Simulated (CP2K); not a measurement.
Crystal: Zr.

```
CELL_PARAMETERS angstrom
3.23200 0.00000 0.00000
-1.61600 2.79899 0.00000
0.00000 0.00000 5.14700
ATOMIC_POSITIONS crystal
Zr 0.66667 0.33333 0.75000
Zr 0.33333 0.66667 0.25000
```

Base run:

```yaml
Program: CP2K 2026.2
Functional: HLE17
Potentials_or_basis: POTENTIAL_UZH Zr GTH-PBE-q12; TZVP-MOLOPT-PBE-GTH basis
Density_cutoff: 9524 eV
k_mesh: 9 × 9 × 5
Occupations: fermi-dirac, width 0.05 eV
Spin: no spin polarisation
```

Its results: band gap on the k mesh none (metal or under the smearing width); pressure -12.2 GPa.

Problem. The run is repeated on the same cell with these changes: functional from HLE17 to revPBE. What comes out?

Solution. Band gap on the k mesh none (metal or under the smearing width); pressure 2.7 GPa.

Caveats: the potentials were made for another functional, which shifts forces and pressure; the basis of atomic orbitals isn't converged, which shifts pressures, moduli and gaps; the potentials were made for a functional far from this one (some runs).
